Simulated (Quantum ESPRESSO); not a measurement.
# MgB2 (P1) in Quantum ESPRESSO: reference runs

Aim: a first look at MgB2 with PBE, on the cell as given.

Everything below comes from runs of Quantum ESPRESSO 7.5. Logs are shortened: lines on timing, memory, paths and dates and some standing lists are left out, and cuts for length are marked.

## (1) The structure

The typed cell holds 3 atoms: a = 3.026 Å, b = 2.916 Å, c = 3.439 Å, α = 90.87°, β = 85.76°, γ = 108.86°.

## (2) Single point, PBE

Input file pw.in:

```
&CONTROL
  calculation = 'scf'
  prefix = 'pwscf'
  outdir = './tmp'
  pseudo_dir = './pseudo'
  tprnfor = .true.
  tstress = .true.
  disk_io = 'nowf'
/
&SYSTEM
  ibrav = 0
  nat = 3
  ntyp = 2
  ecutwfc = 55
  ecutrho = 440
  nbnd = 9
  occupations = 'smearing'
  smearing = 'fd'
  degauss = 0.00367493
/
&ELECTRONS
  conv_thr = 6d-10
  electron_maxstep = 120
  mixing_beta = 0.5
/
ATOMIC_SPECIES
Mg    24.3050 Mg.pbe-n-kjpaw_psl.0.3.0.UPF
B     10.8100 b_pbe_v1.4.uspp.F.UPF
CELL_PARAMETERS angstrom
   3.0072913700    0.3184626800    0.1103413400
  -1.2278489200    2.6450234300   -0.0274209700
   0.1260072800    0.0365919100    3.4369355200
ATOMIC_POSITIONS crystal
Mg     0.9992060700    0.9981593000    0.0002186000
B      0.3400533300    0.6682979100    0.4985221200
B      0.6607406000    0.3335427900    0.5012592700
K_POINTS automatic
9 10 8 0 0 0
```

Potentials or basis: SSSP 1.3 efficiency PBE.

Started as:

```sh
OMP_NUM_THREADS=1 pw.x -in pw.in > pw.out
```

pw.out:

```text
This program is part of the open-source Quantum ESPRESSO suite
     for quantum simulation of materials; please cite
         "P. Giannozzi et al., J. Phys.:Condens. Matter 21 395502 (2009);
         "P. Giannozzi et al., J. Phys.:Condens. Matter 29 465901 (2017);
         "P. Giannozzi et al., J. Chem. Phys. 152 154105 (2020);
     in publications or presentations arising from this work. More details at

     file Mg.pbe-n-kjpaw_psl.0.3.0.UPF: wavefunction(s)  3S renormalized

     G-vector sticks info
     --------------------
     sticks:   dense  smooth     PW     G-vecs:    dense   smooth      PW
     Sum        1047     521    167                30141    10627    1931

     Using Slab Decomposition

     bravais-lattice index     =            0
     lattice parameter (alat)  =       5.7185  a.u.
     unit-cell volume          =     193.2906 (a.u.)^3
     number of atoms/cell      =            3
     number of atomic types    =            2
     number of electrons       =         8.00
     number of Kohn-Sham states=            9
     kinetic-energy cutoff     =      55.0000  Ry
     charge density cutoff     =     440.0000  Ry
     scf convergence threshold =      6.0E-10
     mixing beta               =       0.5000
     number of iterations used =            8  plain     mixing
     Exchange-correlation=  SLA  PW   PBX  PBC
                           (   1   4   3   4   0   0   0)

     celldm(1)=   5.718536  celldm(2)=   0.000000  celldm(3)=   0.000000
     celldm(4)=   0.000000  celldm(5)=   0.000000  celldm(6)=   0.000000

     crystal axes: (cart. coord. in units of alat)
               a(1) = (   0.993778   0.105238   0.036463 )
               a(2) = (  -0.405750   0.874065  -0.009061 )
               a(3) = (   0.041640   0.012092   1.135757 )

     reciprocal axes: (cart. coord. in units 2 pi/alat)
               b(1) = (  0.960551  0.445484 -0.039959 )
               b(2) = ( -0.115212  1.090521 -0.007386 )
               b(3) = ( -0.031757 -0.005602  0.881694 )

     PseudoPot. # 1 for Mg read from file:
     Mg.pbe-n-kjpaw_psl.0.3.0.UPF
     Pseudo is Projector augmented-wave + core cor, Zval =  2.0
     Generated using "atomic" code by A. Dal Corso  v.5.0.99 svn rev. 10869
     Shape of augmentation charge: PSQ
     Using radial grid of 1129 points,  4 beta functions with:
                l(1) =   0
                l(2) =   0
                l(3) =   1
                l(4) =   1
     Q(r) pseudized with 0 coefficients

     PseudoPot. # 2 for B  read from file:
     b_pbe_v1.4.uspp.F.UPF
     Pseudo is Ultrasoft + core correction, Zval =  3.0
     Generated by new atomic code, or converted to UPF format
     Using radial grid of  781 points,  4 beta functions with:
                l(1) =   0
                l(2) =   0
                l(3) =   1
                l(4) =   1
     Q(r) pseudized with  8 coefficients,  rinner =    1.100   1.100   1.100

     atomic species   valence    mass     pseudopotential
     Mg                2.00    24.30500     Mg( 1.00)
     B                 3.00    10.81000     B ( 1.00)

     No symmetry found

   Cartesian axes

     site n.     atom                  positions (alat units)
         1        Mg     tau(   1) = (   0.5879949   0.9776128   0.0276376  )
         2        B      tau(   2) = (   0.0875339   0.6259502   0.5725436  )
         3        B      tau(   3) = (   0.5421670   0.3671342   0.5903789  )

     number of k points=   362  Fermi-Dirac smearing, width (Ry)=  0.0037

     Number of k-points >= 100: set verbosity='high' to print them.

     Dense  grid:    30141 G-vectors     FFT dimensions: (  40,  40,  45)

     Smooth grid:    10627 G-vectors     FFT dimensions: (  27,  27,  32)

     Initial potential from superposition of free atoms

     starting charge       7.9985, renormalised to       8.0000
     Starting wfcs are   12 randomized atomic wfcs

     Self-consistent Calculation

     iteration #  1     ecut=    55.00 Ry     beta= 0.50
     Davidson diagonalization with overlap
     ethr =  1.00E-02,  avg # of iterations =  3.8

     total energy              =     -46.31212445 Ry
     estimated scf accuracy    <       0.32153429 Ry

     iteration #  2     ecut=    55.00 Ry     beta= 0.50
     Davidson diagonalization with overlap
     ethr =  4.02E-03,  avg # of iterations =  1.7

     total energy              =     -46.36472325 Ry
     estimated scf accuracy    <       0.00421906 Ry

     iteration #  3     ecut=    55.00 Ry     beta= 0.50
     Davidson diagonalization with overlap
     ethr =  5.27E-05,  avg # of iterations =  6.0

     total energy              =     -46.36600566 Ry
     estimated scf accuracy    <       0.00075659 Ry

     iteration #  4     ecut=    55.00 Ry     beta= 0.50
     Davidson diagonalization with overlap
     ethr =  9.46E-06,  avg # of iterations =  3.8

     total energy              =     -46.36622447 Ry
     estimated scf accuracy    <       0.00003970 Ry

     iteration #  5     ecut=    55.00 Ry     beta= 0.50
     Davidson diagonalization with overlap
     ethr =  4.96E-07,  avg # of iterations =  3.4

     total energy              =     -46.36625638 Ry
     estimated scf accuracy    <       0.00000304 Ry

     iteration #  6     ecut=    55.00 Ry     beta= 0.50
     Davidson diagonalization with overlap
     ethr =  3.80E-08,  avg # of iterations =  2.3

     total energy              =     -46.36625755 Ry
     estimated scf accuracy    <       0.00000008 Ry

     iteration #  7     ecut=    55.00 Ry     beta= 0.50
     Davidson diagonalization with overlap
     ethr =  9.85E-10,  avg # of iterations =  3.2

     total energy              =     -46.36625762 Ry
     estimated scf accuracy    <       0.00000003 Ry

     iteration #  8     ecut=    55.00 Ry     beta= 0.50
     Davidson diagonalization with overlap
     ethr =  3.46E-10,  avg # of iterations =  2.4

     End of self-consistent calculation

     Number of k-points >= 100: set verbosity='high' to print the bands.

     the Fermi energy is     7.7087 ev

!    total energy              =     -46.36625763 Ry
     estimated scf accuracy    <          5.3E-10 Ry
     smearing contrib. (-TS)   =      -0.00037419 Ry
     internal energy E=F+TS    =     -46.36588344 Ry

     The total energy is F=E-TS. E is the sum of the following terms:
     one-electron contribution =       5.22439843 Ry
     hartree contribution      =       1.87005421 Ry
     xc contribution           =      -7.68291981 Ry
     ewald contribution        =     -14.46921694 Ry
     one-center paw contrib.   =     -31.30819933 Ry

     convergence has been achieved in   8 iterations

     Forces acting on atoms (cartesian axes, Ry/au):

     atom    1 type  1   force =    -0.00034952    0.00118766   -0.00031895
     atom    2 type  2   force =    -0.02779991    0.01299358   -0.00384978
     atom    3 type  2   force =     0.02814943   -0.01418125    0.00416873

     Total force =     0.044373     Total SCF correction =     0.000010

     Computing stress (Cartesian axis) and pressure

          total   stress  (Ry/bohr**3)                   (kbar)     P=       71.10
   0.00156593  -0.00275528  -0.00037689          230.36     -405.32      -55.44
  -0.00275528  -0.00079241  -0.00001510         -405.32     -116.57       -2.22
  -0.00037689  -0.00001510   0.00067652          -55.44       -2.22       99.52

=------------------------------------------------------------------------------=
   JOB DONE.
=------------------------------------------------------------------------------=
```

Wall time 19 s (1 thread of AMD EPYC 9R45 (Zen 5), shared host); peak memory 0.13 GiB.

Results:

```yaml
Free_energy: -630.8451 eV
Pressure: 7.1 GPa
Largest_force: 0.817 eV/Å
Band_gap_on_the_k_mesh: none (metal or under the smearing width)
```

Forces in eV/Å, atoms in the order of the input:
```
Mg  -0.009  0.031 -0.008
B   -0.715  0.334 -0.099
B    0.724 -0.365  0.107
```

Levels at points of the mesh, in eV from the Fermi level:
```tsv
k point	band 1	band 2	band 3	band 4	band 5	band 6	band 7	band 8
(0.00, 0.00, 0.00)	-12.47	-2.63	-0.04	0.25	2.30	4.01	5.44	9.19
(0.00, 0.00, -0.50)	-11.07	-7.39	0.38	0.77	4.54	6.12	7.13	9.92
(0.00, -0.50, 0.00)	-8.91	-8.01	-1.53	0.16	3.28	4.75	5.75	7.71
(0.00, -0.50, -0.50)	-7.84	-6.96	-3.83	-1.45	-1.20	6.75	9.72	10.37
```
